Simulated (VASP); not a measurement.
# CoSi (P2_13) in VASP: notebook, part 2 of 2

VASP 6.6.1. The steps go on from the part before.

## (3) Relaxation of cell and atoms, optB86b-vdW, collinear spin, ferromagnetic start

File INCAR:

```
AGGAC = 0.0
ALGO = Normal
EDIFF = 1E-6
EDIFFG = -0.005
ENCUT = 600
GGA = MK
IBRION = 2
ISIF = 3
ISMEAR = -1
ISPIN = 2
LASPH = True
LCHARG = False
LMAXMIX = 4
LORBIT = 11
LREAL = False
LUSE_VDW = True
LWAVE = False
MAGMOM = 2 2 2 2 0 0 0 0
NELM = 100
NSW = 60
PARAM1 = 0.1234
PARAM2 = 1.0
PREC = Accurate
SIGMA = 0.05
```

File KPOINTS:

```
k-points
0
Gamma
  6 6 6
```

File POSCAR:

```
CoSi
1.0
    4.4380000000      0.0000000000      0.0000000000
    0.0000000000      4.4380000000      0.0000000000
    0.0000000000      0.0000000000      4.4380000000
Co Si
4 4
Direct
    0.8600000000      0.6400000000      0.3600000000
    0.6400000000      0.3600000000      0.8600000000
    0.3600000000      0.8600000000      0.6400000000
    0.1400000000      0.1400000000      0.1400000000
    0.1570000000      0.3430000000      0.6570000000
    0.3430000000      0.6570000000      0.1570000000
    0.6570000000      0.1570000000      0.3430000000
    0.8430000000      0.8430000000      0.8430000000
```

Potentials or basis: VASP PAW PBE potentials, release 64 (Co, Si).

The run is started by

```
cat potpaw_PBE.64/Co/POTCAR potpaw_PBE.64/Si/POTCAR > POTCAR
mpirun -np 1 vasp_std > vasp.out
```

OUTCAR:

```text
EDIFF = 1E-6
   EDIFFG = -0.005
   ENCUT = 600
   GGA = MK
   IBRION = 2
   ISIF = 3
   ISMEAR = -1
   ISPIN = 2
   LASPH = True
   LORBIT = 11
   LREAL = False
   NELM = 100
   NSW = 60
   PREC = Accurate

 ion  position               nearest neighbor table
   1  0.860  0.640  0.360-   5 2.28   6 2.33   7 2.33   8 2.33   7 2.47   8 2.47   6 2.47   2 2.72
                             2 2.72   4 2.72   4 2.72   3 2.72   3 2.72
   2  0.640  0.360  0.860-   6 2.28   5 2.33   7 2.33   8 2.33   5 2.47   7 2.47   8 2.47   1 2.72
                             1 2.72   3 2.72   3 2.72   4 2.72   4 2.72
   3  0.360  0.860  0.640-   7 2.28   6 2.33   5 2.33   8 2.33   6 2.47   5 2.47   8 2.47   4 2.72
                             2 2.72   2 2.72   4 2.72   1 2.72   1 2.72
   4  0.140  0.140  0.140-   8 2.28   6 2.33   7 2.33   5 2.33   6 2.47   5 2.47   7 2.47   1 2.72
                             3 2.72   3 2.72   1 2.72   2 2.72   2 2.72
   5  0.157  0.343  0.657-   1 2.28   2 2.33   3 2.33   4 2.33   3 2.47   4 2.47   2 2.47   8 2.75
                             6 2.75   6 2.75   8 2.75   7 2.75   7 2.75
   6  0.343  0.657  0.157-   2 2.28   1 2.33   3 2.33   4 2.33   1 2.47   3 2.47   4 2.47   8 2.75
                             5 2.75   5 2.75   7 2.75   7 2.75   8 2.75
   7  0.657  0.157  0.343-   3 2.28   2 2.33   1 2.33   4 2.33   2 2.47   1 2.47   4 2.47   8 2.75
                             8 2.75   5 2.75   6 2.75   6 2.75   5 2.75
   8  0.843  0.843  0.843-   4 2.28   2 2.33   3 2.33   1 2.33   2 2.47   1 2.47   3 2.47   5 2.75
                             6 2.75   7 2.75   7 2.75   5 2.75   6 2.75

  LATTYP: Found a simple cubic cell.
 ALAT       =     4.4380000000

  Lattice vectors:

 A1 = (   4.4380000000,   0.0000000000,   0.0000000000)
 A2 = (   0.0000000000,   4.4380000000,   0.0000000000)
 A3 = (   0.0000000000,   0.0000000000,   4.4380000000)

Analysis of symmetry for initial positions (statically):
=====================================================================
 Subroutine PRICEL returns:
 Original cell was already a primitive cell.

 Routine SETGRP: Setting up the symmetry group for a
 simple cubic supercell.

 Subroutine GETGRP returns: Found 12 space group operations
 (whereof  3 operations were pure point group operations)
 out of a pool of 48 trial point group operations.

The static configuration has the point symmetry C_3 .
 The point group associated with its full space group is T   .

Analysis of symmetry for dynamics (positions and initial velocities):
=====================================================================
 Subroutine PRICEL returns:
 Original cell was already a primitive cell.

 Routine SETGRP: Setting up the symmetry group for a
 simple cubic supercell.

 Subroutine GETGRP returns: Found 12 space group operations
 (whereof  3 operations were pure point group operations)
 out of a pool of 48 trial point group operations.

The dynamic configuration has the point symmetry C_3 .
 The point group associated with its full space group is T   .

Analysis of structural, dynamic, and magnetic symmetry:
=====================================================================
 Subroutine PRICEL returns:
 Original cell was already a primitive cell.

 Routine SETGRP: Setting up the symmetry group for a
 simple cubic supercell.

 Subroutine GETGRP returns: Found 12 space group operations
 (whereof  3 operations were pure point group operations)
 out of a pool of 48 trial point group operations.

The overall configuration has the point symmetry C_3 .
 The point group associated with its full space group is T   .

 Subroutine INISYM returns: Found 12 space group operations
[... 117 lines left out ...]
   TEBEG  =    0.0;   TEEND  =   0.0 temperature during run
   PSTRESS=    0.0 pullay stress
   NELECT =      52.0000    total number of electrons
   NUPDOWN=      -1.0000    fix difference up-down
   EMIN   =  10.00;   EMAX   =-10.00  energy-range for DOS
   EFERMI =   0.00;   METHOD = LEGACY
   ISMEAR =    -1;   SIGMA  =   0.05  broadening in eV -4-tet -1-fermi 0-gaus
   EFERMI_NEDOS =   21; number of points for ismear=-14 and -15
   IALGO  =     38    algorithm
   IMIX   =      4    mixing-type and parameters
     AMIX     =   0.40;   BMIX     =  1.00
     AMIX_MAG =   1.60;   BMIX_MAG =  1.00
  volume/ion in A,a.u.               =      10.93        73.73
  Fermi-wavevector in a.u.,A,eV,Ry     =   1.376856  2.601881 25.793021  1.895734
  Thomas-Fermi vector in A             =   2.502063
   LORBIT       =     11    0 simple, 1 ext, 2 COOP (PROOUT), +10 PAW based schemes
   GGA     = MK    functional components
   LHFCALC =     F    Hartree Fock is set to
   AEXX    =    0.0000 exact exchange contribution
   IVDW_NL    =     1    kernel type
   BPARAM     = 6.3000
   IVDW    =     0    specifies the selected vdW correction
   LEPSILON=     F    determine dielectric tensor
   LRPA    =     F    only Hartree local field effects (RPA)
 conjugate gradient relaxation of ions
 spin polarized calculation
  energy-cutoff  :      600.00
  volume of cell :       87.41
 maximum number of plane-waves:      2968
   NGX = 17   NGY = 17   NGZ = 17

--------------------------------------- Ionic step        1  -------------------------------------------

 number of electron      51.9999992 magnetization       0.0205379

 number of electron      51.9999992 magnetization      -0.0007874

 Free energy of the ion-electron system (eV)
  ---------------------------------------------------
  ext. energy  EPLUGINS =         0.00000000
  ---------------------------------------------------
  free energy    TOTEN  =       -40.74885780 eV

  energy without entropy =      -40.73428389  energy(sigma->0) =      -40.74157084

------------------------ aborting loop because EDIFF is reached ----------------------------------------

  FORCE on cell =-STRESS in cart. coord.  units (eV):
  Direction    XX          YY          ZZ          XY          YZ          ZX
  --------------------------------------------------------------------------------------
  -------------------------------------------------------------------------------------
  Total       -1.4178941     -1.4178941     -1.4178941      0.0000000      0.0000000      0.0000000
  in kB      -25.9891752    -25.9891752    -25.9891752      0.0000000      0.0000000      0.0000000
  external PRESSURE =     -25.9891752 kB  Pullay stress =       0.0000000 kB
[... 119 lines left out ...]
  energy  without entropy=      -40.7507771155  energy(sigma->0) =      -40.75779474

Total vdW correction in eV:      7.0356099

[... ionic steps 4 to 13 ...]

--------------------------------------- Ionic step       14  -------------------------------------------

 number of electron      51.9999997 magnetization      -0.0000000

 number of electron      51.9999997 magnetization       0.0000000
[... 87 lines left out ...]
--------------------------------------- Ionic step       16  -------------------------------------------

 number of electron      51.9999996 magnetization      -0.0000000

 Free energy of the ion-electron system (eV)
  ---------------------------------------------------
  ext. energy  EPLUGINS =         0.00000000
  ---------------------------------------------------
  free energy    TOTEN  =       -40.78144194 eV

  energy without entropy =      -40.76780982  energy(sigma->0) =      -40.77462588

 E-fermi :  12.2332     XC(G=0): -12.9490

 val. band max:       12.1926895324   @ k =   0.0000   0.0000   0.0000
 cond. band min:      12.2822348672   @ k =   0.5000   0.5000   0.3333
 fundamental gap:      0.0895453348
 Fermi energy:        12.2331586284

 spin component 1

 k-point     1 :       0.0000    0.0000    0.0000
  band No.  band energies     occupation
      1      -1.5276      1.00000
      2       3.9961      1.00000
      3       3.9961      1.00000
      4       3.9961      1.00000
      5       6.6936      1.00000
      6       6.6936      1.00000
[... 901 lines left out ...]
     34      18.0299      0.00000
     35      18.0299      0.00000
 Fermi energy:        12.2331586284

 spin component 2

 k-point     1 :       0.0000    0.0000    0.0000
  band No.  band energies     occupation
      1      -1.5276      1.00000
      2       3.9961      1.00000
      3       3.9961      1.00000
      4       3.9961      1.00000
      5       6.6936      1.00000
      6       6.6936      1.00000
[... 940 lines left out ...]
  energy  without entropy=      -40.7678098168  energy(sigma->0) =      -40.77462588

Total vdW correction in eV:      7.0350560

 reached required accuracy - stopping structural energy minimisation

 total charge

# of ion       s       p       d       tot
------------------------------------------
    1        0.440   0.626   7.589   8.656
    2        0.440   0.626   7.589   8.656
    3        0.440   0.626   7.589   8.656
    4        0.440   0.626   7.589   8.656
    5        0.727   0.893   0.000   1.620
    6        0.727   0.893   0.000   1.620
    7        0.727   0.893   0.000   1.620
    8        0.727   0.893   0.000   1.620
--------------------------------------------------
tot          4.670   6.077  30.358  41.105

 magnetization (x)

# of ion       s       p       d       tot
------------------------------------------
    1        0.000   0.000  -0.000   0.000
    2        0.000   0.000  -0.000   0.000
    3        0.000   0.000  -0.000   0.000
    4        0.000   0.000  -0.000   0.000
    5        0.000  -0.000   0.000  -0.000
    6        0.000  -0.000   0.000  -0.000
    7        0.000  -0.000   0.000  -0.000
    8        0.000  -0.000   0.000  -0.000
--------------------------------------------------
tot          0.000  -0.000  -0.000  -0.000
```

It took 18 min on 1 thread of AMD EPYC 9R45 (Zen 5), shared host; peak memory 0.57 GiB.

Results:

| Quantity | Value |
| --- | --- |
| Free energy | -40.7814 eV |
| Relaxed volume | 10.76 Å³/atom |
| Relaxed cell | a = 4.415 Å, b = 4.415 Å, c = 4.415 Å, α = 90.00°, β = 90.00°, γ = 90.00° |
| Space group after relaxing (to 0.05 Å) | P2_13 (No. 198) |
| Energy gained by relaxing | 4.1 meV/atom |
| Ionic steps | 16 |
| Pressure after relaxing | 0.0 GPa |
| Largest force after relaxing | 0.005 eV/Å |
| Band gap on the k mesh | none (metal or under the smearing width) |
| Net moment | 0.00 μB per cell |
| Valence electrons inside the program's atomic spheres | Co 8.66; Si 1.62 |

Forces on the atoms (eV/Å):
```
Co   0.003 -0.003  0.003
Co  -0.003  0.003  0.003
Co   0.003  0.003 -0.003
Co  -0.003 -0.003 -0.003
Si  -0.001  0.001 -0.001
Si   0.001 -0.001 -0.001
Si  -0.001 -0.001  0.001
Si   0.001  0.001  0.001
```

Step by step:
```
step  energy change (eV)  largest force (eV/Å)  pressure (GPa)  volume (Å³)
   1              0.0000                0.2510           -2.60        87.41
   2             -0.0105                0.2468            2.89        85.19
   3             -0.0160                0.2503            0.85        86.00
   4             -0.0273                0.1367            0.31        86.02
   5             -0.0319                0.0676           -0.10        86.05
   6             -0.0324                0.0209            0.32        85.96
   7             -0.0324                0.0133            0.27        85.94
   8             -0.0324                0.0214           -0.34        86.17
   9             -0.0326                0.0060           -0.04        86.05
  10             -0.0326                0.0051           -0.04        86.03
  11             -0.0326                0.0042            0.12        86.00
  12             -0.0326                0.0053            0.13        86.02
  13             -0.0326                0.0054            0.11        86.03
  14             -0.0326                0.0046           -0.08        86.08
  15             -0.0326                0.0044           -0.10        86.06
  16             -0.0326                0.0048           -0.03        86.05
```

Final structure:
```yaml
crystal:
  lattice:
    - [4.41480, 0.00000, 0.00000]
    - [0.00000, 4.41480, 0.00000]
    - [0.00000, 0.00000, 4.41480]
  atoms:
    - { symbol: Co, position: [0.85464, 0.64536, 0.35464] }
    - { symbol: Co, position: [0.64536, 0.35464, 0.85464] }
    - { symbol: Co, position: [0.35464, 0.85464, 0.64536] }
    - { symbol: Co, position: [0.14536, 0.14536, 0.14536] }
    - { symbol: Si, position: [0.15703, 0.34297, 0.65703] }
    - { symbol: Si, position: [0.34297, 0.65703, 0.15703] }
    - { symbol: Si, position: [0.65703, 0.15703, 0.34297] }
    - { symbol: Si, position: [0.84297, 0.84297, 0.84297] }
```

Caveat: the starting moments collapsed, and a magnetic state may lie lower; the PAW data sets were made with another functional, which shifts forces and pressure a little.

## (4) For comparison

An earlier run on the cell as given: functional PBE; potentials or basis VASP PAW PBE potentials, release 64 (Co, Si); cutoff 520 eV; k mesh 6 × 6 × 6; occupations fermi-dirac, width 0.05 eV; collinear spin, ferromagnetic start; starting moments [2.0, 2.0, 2.0, 2.0, 0.0, 0.0, 0.0, 0.0] μB.

- Pressure: -0.4 GPa
- Largest force: 0.270 eV/Å
- Band gap on the k mesh: none (metal or under the smearing width)
- Net moment: 0.00 μB per cell
- Valence electrons inside the program's atomic spheres: Co 8.61; Si 1.61
